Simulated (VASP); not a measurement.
# NbAs (I4_1md) in VASP: notebook

Runs on NbAs. Level: LDA. Tasks: relaxation of cell and atoms.

All numbers are computed with VASP 6.6.1; they aren't measurements. Logs are shortened: lines on timing, memory, paths and dates and some standing lists are left out, and cuts for length are marked.

### 1 The structure

Symmetry: I4_1md, No. 109, tetragonal system. Conventional cell: a = 3.452 Å, b = 3.452 Å, c = 11.680 Å, α = 90.00°, β = 90.00°, γ = 90.00°. Nb (site symmetry 2mm) has 6 As at 2.60 to 2.63 Å as nearest neighbours. As (site symmetry 2mm) is surrounded by 6 Nb at 2.60 to 2.63 Å.

### 2 Relaxation of cell and atoms, LDA

File INCAR:

```
SYSTEM = NbAs
PREC     = Accurate       ! precision mode
ENCUT    = 350            ! plane-wave cutoff, eV
EDIFF    = 1E-7           ! SCF threshold, eV
ISMEAR   = 0              ! smearing method
SIGMA    = 0.1            ! smearing width, eV
LREAL    = .FALSE.        ! projectors in reciprocal space
LASPH    = .TRUE.         ! aspherical terms in the spheres
NELM     = 80             ! most SCF steps
ALGO     = Normal         ! electronic algorithm
ISIF     = 3              ! what is computed and relaxed
LWAVE    = .FALSE.        ! write WAVECAR
LCHARG   = .FALSE.        ! write CHGCAR
IBRION   = 2              ! ionic algorithm
NSW      = 80             ! ionic steps
EDIFFG   = -0.002         ! ionic threshold
```

File KPOINTS:

```
regular mesh
0
G
  10 10 10
  0 0 0
```

File POSCAR:

```
NbAs
1.0
   -1.7258500000      1.7258500000      5.8400000000
    1.7258500000     -1.7258500000      5.8400000000
    1.7258500000      1.7258500000     -5.8400000000
Nb As
2 2
Direct
    0.0000000000      0.0000000000      0.0000000000
    0.7500000000      0.2500000000      0.5000000000
    0.4160000000      0.4160000000      0.0000000000
    0.1660000000      0.6660000000      0.5000000000
```

Potentials or basis: VASP PAW LDA potentials, release 64 (Nb_sv, As).

Command:

```sh
$ cat potpaw_LDA.64/Nb_sv/POTCAR potpaw_LDA.64/As/POTCAR > POTCAR
$ mpirun -np 1 vasp_std > vasp.out
```

OUTCAR:

```text
SYSTEM = NbAs
   PREC = Accurate
   ENCUT = 350
   EDIFF = 1E-7
   ISMEAR = 0
   LREAL = .FALSE.
   LASPH = .TRUE.
   NELM = 80
   ISIF = 3
   IBRION = 2
   NSW = 80
   EDIFFG = -0.002

 ion  position               nearest neighbor table
   1  0.000  0.000  0.000-   4 2.60   4 2.60   3 2.63   3 2.63   3 2.63   3 2.63
   2  0.750  0.250  0.500-   3 2.60   3 2.60   4 2.63   4 2.63   4 2.63   4 2.63
   3  0.416  0.416  0.000-   2 2.60   2 2.60   1 2.63   1 2.63   1 2.63   1 2.63
   4  0.166  0.666  0.500-   1 2.60   1 2.60   2 2.63   2 2.63   2 2.63   2 2.63

  LATTYP: Found a body centered tetragonal cell.
 ALAT       =     3.4517000000
 C/A-ratio  =     3.3838398470

  Lattice vectors:

 A1 = (  -1.7258500000,   1.7258500000,   5.8400000000)
 A2 = (   1.7258500000,  -1.7258500000,   5.8400000000)
 A3 = (   1.7258500000,   1.7258500000,  -5.8400000000)

Analysis of symmetry for initial positions (statically):
=====================================================================
 Subroutine PRICEL returns:
 Original cell was already a primitive cell.

 Routine SETGRP: Setting up the symmetry group for a
 body centered tetragonal supercell.

 Subroutine GETGRP returns: Found  8 space group operations
 (whereof  4 operations were pure point group operations)
 out of a pool of 16 trial point group operations.

The static configuration has the point symmetry C_2v.
 The point group associated with its full space group is C_4v.

Analysis of symmetry for dynamics (positions and initial velocities):
=====================================================================
 Subroutine PRICEL returns:
 Original cell was already a primitive cell.

 Routine SETGRP: Setting up the symmetry group for a
 body centered tetragonal supercell.

 Subroutine GETGRP returns: Found  8 space group operations
 (whereof  4 operations were pure point group operations)
 out of a pool of 16 trial point group operations.

The dynamic configuration has the point symmetry C_2v.
 The point group associated with its full space group is C_4v.

 Subroutine INISYM returns: Found  8 space group operations
 (whereof  4 operations are pure point group operations),
 and found     1 'primitive' translations

----------------------------------------------------------------------------------------

                                     Primitive cell

  volume of cell :      69.5791

  direct lattice vectors                    reciprocal lattice vectors
[... 109 lines left out ...]
   IMIX   =      4    mixing-type and parameters
     AMIX     =   0.40;   BMIX     =  1.00
     AMIX_MAG =   1.60;   BMIX_MAG =  1.00
  volume/ion in A,a.u.               =      17.39       117.39
  Fermi-wavevector in a.u.,A,eV,Ry     =   1.314264  2.483599 23.501213  1.727290
  Thomas-Fermi vector in A             =   2.444529
   LORBIT       =      0    0 simple, 1 ext, 2 COOP (PROOUT), +10 PAW based schemes
   GGA     = CA    functional components
   LHFCALC =     F    Hartree Fock is set to
   AEXX    =    0.0000 exact exchange contribution
   IVDW    =     0    specifies the selected vdW correction
   LEPSILON=     F    determine dielectric tensor
   LRPA    =     F    only Hartree local field effects (RPA)
 conjugate gradient relaxation of ions
 non-spin polarized calculation
 Gauss-broadening in eV      SIGMA  =   0.10
  energy-cutoff  :      350.00
  volume of cell :       69.58
 maximum number of plane-waves:      1054
   NGX = 19   NGY = 19   NGZ = 19

--------------------------------------- Ionic step        1  -------------------------------------------

 number of electron      35.9999996 magnetization

 Free energy of the ion-electron system (eV)
  ---------------------------------------------------
  ext. energy  EPLUGINS =         0.00000000
  ---------------------------------------------------
  free energy    TOTEN  =       -36.33320669 eV

  energy without entropy =      -36.32871153  energy(sigma->0) =      -36.33095911

------------------------ aborting loop because EDIFF is reached ----------------------------------------

  FORCE on cell =-STRESS in cart. coord.  units (eV):
  Direction    XX          YY          ZZ          XY          YZ          ZX
  --------------------------------------------------------------------------------------
  -------------------------------------------------------------------------------------
  Total       -2.5998936     -2.5998936     -1.9420190      0.0000000      0.0000000      0.0000000
  in kB      -59.8669616    -59.8669616    -44.7182828      0.0000000      0.0000000      0.0000000
  external PRESSURE =     -54.8174020 kB  Pullay stress =       0.0000000 kB
[... 95 lines left out ...]
  FREE ENERGIE OF THE ION-ELECTRON SYSTEM (eV)
  ---------------------------------------------------
  free  energy   TOTEN  =       -36.3756204780 eV

  energy  without entropy=      -36.3712938734  energy(sigma->0) =      -36.37345718

 E-fermi :  10.0004     XC(G=0): -12.1799

 val. band max:        9.9907987541   @ k =  -0.1000   0.4000   0.1000
 cond. band min:      10.0044244416   @ k =  -0.1000   0.4000   0.1000
 fundamental gap:      0.0136256874
 Fermi energy:        10.0003747044

 k-point     1 :       0.0000    0.0000    0.0000
  band No.  band energies     occupation
      1     -44.7173      2.00000
      2     -44.6821      2.00000
      3     -21.1528      2.00000
      4     -21.0177      2.00000
      5     -21.0177      2.00000
      6     -20.8528      2.00000
[... 589 lines left out ...]
     21      12.5681      0.00000
     22      12.8455      0.00000

 [... further k-points ...]

[... ionic steps 4 to 14 ...]

--------------------------------------- Ionic step       15  -------------------------------------------

 number of electron      36.0000000 magnetization

------------------------ aborting loop because EDIFF is reached ----------------------------------------
[... 71 lines left out ...]
--------------------------------------- Ionic step       17  -------------------------------------------

 number of electron      36.0000000 magnetization

 Free energy of the ion-electron system (eV)
  ---------------------------------------------------
  ext. energy  EPLUGINS =         0.00000000
  ---------------------------------------------------
  free energy    TOTEN  =       -36.37934214 eV

  energy without entropy =      -36.37496862  energy(sigma->0) =      -36.37715538

 E-fermi :   9.9833     XC(G=0): -12.1737

 val. band max:        9.9721268240   @ k =  -0.1000   0.4000   0.1000
 cond. band min:       9.9881782301   @ k =  -0.1000   0.4000   0.1000
 fundamental gap:      0.0160514061
 Fermi energy:         9.9833313880

 k-point     1 :       0.0000    0.0000    0.0000
  band No.  band energies     occupation
      1     -44.7369      2.00000
      2     -44.7020      2.00000
      3     -21.1708      2.00000
      4     -21.0368      2.00000
      5     -21.0368      2.00000
      6     -20.8723      2.00000
[... 622 lines left out ...]
  FREE ENERGIE OF THE ION-ELECTRON SYSTEM (eV)
  ---------------------------------------------------
  free  energy   TOTEN  =       -36.3793421415 eV

  energy  without entropy=      -36.3749686181  energy(sigma->0) =      -36.37715538

 reached required accuracy - stopping structural energy minimisation
```

OSZICAR:

```text
N       E                     dE             d eps       ncg     rms          rms(c)
DAV:   1     0.277098879978E+03    0.27710E+03   -0.15448E+04  4592   0.120E+03
DAV:   2    -0.178631797436E+02   -0.29496E+03   -0.29038E+03  6162   0.485E+02
DAV:   3    -0.370756557697E+02   -0.19212E+02   -0.19015E+02  7864   0.960E+01
DAV:   4    -0.383133523407E+02   -0.12377E+01   -0.12328E+01  7084   0.201E+01
[... 134 lines left out ...]
DAV:   3    -0.363793421856E+02    0.79985E-07   -0.13326E-07  2616   0.413E-03
  16 F= -.36379342E+02 E0= -.36377155E+02  d E =-.762135E-06
       N       E                     dE             d eps       ncg     rms          rms(c)
DAV:   1    -0.363793424830E+02   -0.21743E-06   -0.16668E-05  5934   0.496E-02    0.464E-03
DAV:   2    -0.363793421813E+02    0.30170E-06   -0.17790E-06  6422   0.146E-02    0.132E-03
DAV:   3    -0.363793421415E+02    0.39714E-07   -0.98115E-08  2444   0.333E-03
  17 F= -.36379342E+02 E0= -.36377155E+02  d E =-.718128E-06
```

Wall time 14 min (1 thread of Intel Xeon Platinum 8488C (Sapphire Rapids), shared host); peak memory 0.25 GiB.

What came out:

```
Free energy                            : -36.3793 eV
Relaxed volume                         : 16.85 Å³/atom
Relaxed cell                           : a = 6.251 Å, b = 6.251 Å, c = 6.251 Å, α = 148.26°, β = 148.26°, γ = 45.50°
Space group after relaxing (to 0.05 Å) : I4_1md (No. 109)
Energy gained by relaxing              : 11.5 meV/atom
Ionic steps                            : 17
Pressure after relaxing                : 0.0 GPa
Band gap on the k mesh                 : none (metal or under the smearing width)
```

The path:
| step | energy change (eV) | largest force (eV/Å) | pressure (GPa) | volume (Å³) |
| --- | --- | --- | --- | --- |
| 1 | 0.0000 | 0.2772 | -5.48 | 69.58 |
| 2 | 0.0900 | 0.0415 | 12.09 | 63.75 |
| 3 | -0.0424 | 0.1844 | 0.14 | 67.40 |
| 4 | -0.0424 | 0.1822 | 0.27 | 67.35 |
| 5 | -0.0454 | 0.0044 | -0.01 | 67.43 |
| 6 | -0.0454 | 0.0033 | -0.01 | 67.43 |
| 7 | -0.0460 | 0.0007 | -0.10 | 67.43 |
| 8 | -0.0461 | 0.0027 | -0.14 | 67.43 |
| 9 | -0.0461 | 0.0019 | 0.23 | 67.30 |
| 10 | -0.0461 | 0.0025 | 0.00 | 67.38 |
| 11 | -0.0461 | 0.0024 | 0.00 | 67.38 |
| 12 | -0.0461 | 0.0024 | 0.00 | 67.38 |
| 13 | -0.0461 | 0.0022 | 0.12 | 67.34 |
| 14 | -0.0461 | 0.0025 | 0.01 | 67.38 |
| 15 | -0.0461 | 0.0004 | -0.01 | 67.39 |
| 16 | -0.0461 | 0.0011 | -0.02 | 67.39 |
| 17 | -0.0461 | 0.0016 | -0.01 | 67.38 |

Final structure:
```yaml
crystal:
  lattice:
    - [-1.70947, 1.70947, 5.76476]
    - [1.70947, -1.70947, 5.76476]
    - [1.70947, 1.70947, -5.76476]
  atoms:
    - { symbol: Nb, position: [0.99875, 0.99875, 0.00000] }
    - { symbol: Nb, position: [0.74875, 0.24875, 0.50000] }
    - { symbol: As, position: [0.41725, 0.41725, 0.00000] }
    - { symbol: As, position: [0.16725, 0.66725, 0.50000] }
```

Levels at points of the mesh, in eV from the Fermi level:
```tsv
k point	band 16	band 17	band 18	band 19	band 20	band 21
(0.00, 0.00, 0.00)	-1.75	-1.40	-1.40	0.71	1.32	2.57
(0.50, 0.00, 0.00)	-1.80	-1.45	-0.05	0.05	1.24	2.21
(0.50, 0.50, 0.00)	-2.82	-0.59	-0.59	2.51	2.51	2.81
(0.50, 0.50, 0.50)	-2.62	-0.50	-0.50	1.00	1.00	2.03
```

Caveat: the cutoff is under 1.25 times the usual one of these potentials, so pressure, stress and relaxed cells hold a basis-set (Pulay) error. Zero-point motion and thermal expansion aren't in these numbers.

### 3 Relaxation of cell and atoms, LDA

This run uses another cell than the first one, of 16.85 Å³/atom, 0.968 times its volume.

INCAR is that of step 2.

KPOINTS is that of step 2.

File POSCAR:

```
NbAs                                    
1.0
   -1.7094681519      1.7094681519      5.7647589729
    1.7094681519     -1.7094681519      5.7647589729
    1.7094681519      1.7094681519     -5.7647589729
  Nb              As            
     2     2
Direct
     0.9987454121390186    0.9987454121390186    0.0000000000000000
     0.7487454121390186    0.2487454121390185    0.5000000000000000
     0.4172545878609784    0.4172545878609784    0.0000000000000000
     0.1672545878609783    0.6672545878609782    0.5000000000000000
```

Potentials or basis: VASP PAW LDA potentials, release 64 (Nb_sv, As).

Command:

```sh
$ cat potpaw_LDA.64/Nb_sv/POTCAR potpaw_LDA.64/As/POTCAR > POTCAR
$ mpirun -np 1 vasp_std > vasp.out
```

Wall time 1.7 min (1 thread of Intel Xeon Platinum 8488C (Sapphire Rapids), shared host); peak memory 0.24 GiB.

It converged, with:

| Quantity | Value |
| --- | --- |
| Free energy | -36.3729 eV |
| Pressure after relaxing | 0.0 GPa |
| Band gap on the k mesh | none (metal or under the smearing width) |

Final structure:
```
Nb As
1.0
    -1.70947    1.70947    5.76476
     1.70947   -1.70947    5.76476
     1.70947    1.70947   -5.76476
Nb As
2 2
Direct
  0.99875 0.99875 0.00000
  0.74875 0.24875 0.50000
  0.41725 0.41725 0.00000
  0.16725 0.66725 0.50000
```

Levels at points of the mesh, in eV from the Fermi level:
```
           k point  band 15  band 16  band 17  band 18  band 19  band 20  band 21  band 22
(0.00, 0.00, 0.00)    -2.14    -1.75    -1.40    -1.40     0.71     1.32     2.57     3.10
(0.50, 0.00, 0.00)    -2.33    -1.80    -1.45    -0.05     0.05     1.24     2.22     2.39
(0.50, 0.50, 0.00)    -2.82    -2.82    -0.59    -0.59     2.51     2.51     2.81     2.81
(0.50, 0.50, 0.50)    -2.62    -2.62    -0.50    -0.50     1.00     1.00     2.03     2.03
```

Caveat: the cutoff is under 1.25 times the usual one of these potentials, so pressure, stress and relaxed cells hold a basis-set (Pulay) error; the relaxation stopped at its first step, so nothing moved.
